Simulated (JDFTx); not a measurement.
## PbF2 (Fluorocronite) under changes of volume

One of the cells (17.354 Å³/atom); the others are scaled copies at fixed shape and fractional positions:

```
Pb F
1.0
     0.00000    2.96366    2.96366
     2.96366    0.00000    2.96366
     2.96366    2.96366    0.00000
Pb F
1 2
Direct
  0.00000 0.00000 0.00000
  0.75000 0.75000 0.75000
  0.25000 0.25000 0.25000
```

- Program: JDFTx 1.7.0 (patched build)
- Functional: PBEsol
- Potentials or basis: PseudoDojo-SR-PBEsol-0.4.1-standard with smoothed tails
- Cutoff: 1143 eV
- Density cutoff: 9143 eV
- k mesh: 8 × 8 × 8
- Occupations: fermi-dirac, width 0.05 eV
- Spin: no spin polarisation

| volume (Å³/atom) | energy over the lowest point (meV/atom) | pressure (GPa) | gap on the mesh (eV) |
| --- | --- | --- | --- |
| 16.313 | 9.71 | 4.1 | 4.29 |
| 16.660 | ? | ? | ? |
| 17.007 | 0.00 | 0.5 | 4.31 |
| 17.354 | 0.61 | -1.0 | 4.32 |
| 17.701 | 4.32 | -2.4 | 4.32 |
| 18.048 | 10.79 | -3.6 | 4.32 |
| 18.395 | 19.72 | -4.7 | 4.31 |

**Question.** What does the run at 16.660 Å³/atom give?

**Answer.** Energy over the lowest point 2.89 meV/atom; pressure 2.2 GPa; gap on the mesh 4.30 eV.

Worked out: A Birch-Murnaghan fit of order 3 (a polynomial in V^(-2/3)) to the other rows has its minimum at 17.12 Å³/atom with B0 = V·E''(V) = 77 GPa and B' = 4.8. It gives 2.89 meV/atom at 16.660 Å³/atom, against the run's 2.89, and -dE/dV = 2.2 GPa, against 2.2. A parabola through the other rows of the gap, of slope 0.573 eV per unit of ln V there, gives 4.30 eV, against the run's 4.30.

Energies are extrapolated to zero smearing.

Caveats: spin-orbit coupling is left out, which as a rule narrows the gap of such compounds by several tenths of an eV.

A mesh can miss the band edges.
